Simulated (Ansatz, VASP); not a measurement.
## One calculation of CoSi2, two programs

File INCAR:

```
PREC     = Accurate       # precision mode
ENCUT    = 520            # plane-wave cutoff, eV
EDIFF    = 1E-6           # SCF threshold, eV
ISMEAR   = 0              # smearing method
SIGMA    = 0.1            # smearing width, eV
LREAL    = F              # projectors in reciprocal space
LASPH    = T              # aspherical terms in the spheres
NELM     = 60             # most SCF steps
ALGO     = Normal         # electronic algorithm
ISIF     = 2              # what is computed and relaxed
LWAVE    = F              # write WAVECAR
LCHARG   = T              # write CHGCAR
GGA      = PE             # functional
LELF     = T              # ELF
LVHAR    = T            
NBANDS   = 16             # bands
```

The input KPOINTS:

```
regular mesh
0
Gamma
  14 14 14
```

POSCAR

```
CoSi2
1.0
    0.0000000000      2.6528501703      2.6528501703
    2.6528501703      0.0000000000      2.6528501703
    2.6528501703      2.6528501703      0.0000000000
Co Si
1 2
Direct
    0.0000000000      0.0000000000      0.0000000000
    0.2500000000      0.2500000000      0.2500000000
    0.7500000000      0.7500000000      0.7500000000
```

Input for Ansatz:

```yaml
crystal:
  lattice:
    - [0.0, 2.6528501648, 2.6528501648]
    - [2.6528501648, 0.0, 2.6528501648]
    - [2.6528501648, 2.6528501648, 0.0]
  atoms:
    - { symbol: Co, position: [0.0, 0.0, 0.0] }
    - { symbol: Si, position: [0.25, 0.25, 0.25] }
    - { symbol: Si, position: [0.75, 0.75, 0.75] }
basis:
  ecutwfc: 420
kpoints:
  mp_grid: { grid: [14, 14, 14] }
hamiltonian:
  xc: pbe
scf:
  occupations: { method: gaussian, width: 0.1 }
output:
  forces: true
  stress: true
  eigenvalues: true
```

Alike in both runs: task single point; functional PBE; k mesh 14 × 14 × 14; occupations gaussian, width 0.1 eV; no spin polarisation.

|  | VASP | Ansatz |
| --- | --- | --- |
| version | VASP 6.6.1 | Ansatz 0.2.0 |
| potentials or method | VASP PAW PBE potentials, release 64 (Co, Si) | scalar-relativistic, plane waves, PAW |
| plane-wave cutoff (eV) | 520 | 420 |
| valence electrons in the cell | 17 | 25 |

```tsv
	VASP	Ansatz	Ansatz less VASP
gap on the k mesh at the Fermi level (eV)	none	none	-
pressure (GPa)	5.7	5.9	+0.14
```

A gap of «none» marks a metal or a gap that the smearing closes. The functional is the same, so the differences come from potentials, cutoffs and numerics. The two sets of potentials don't hold the same shells in valence.

Spin polarisation is off, so any magnetic state and its effect on volume and gap are missing.
